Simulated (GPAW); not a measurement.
# PbSe (Clausthalite) (Fm-3m) in GPAW: a series of runs, part 2 of 2

GPAW 26.7.0. The steps go on from the part before.

## (5) How close it comes

Step 2. A measured gap of PbSe is 0.28 eV (direct; 300 K; a printed reference work, monograph); the calculated 0.25 eV misses it by -0.03 eV. 2 values of this kind are on record (0.15 to 0.28 eV); this one was drawn at random. The value is that of mBEEF on a finite k mesh, which can miss the band edges, without temperature or zero-point motion.

Step 3. The cell as given is a measured one (28.67 Å³/atom); AM05 puts the equilibrium volume -0.5 % from it, thermal expansion not counted.
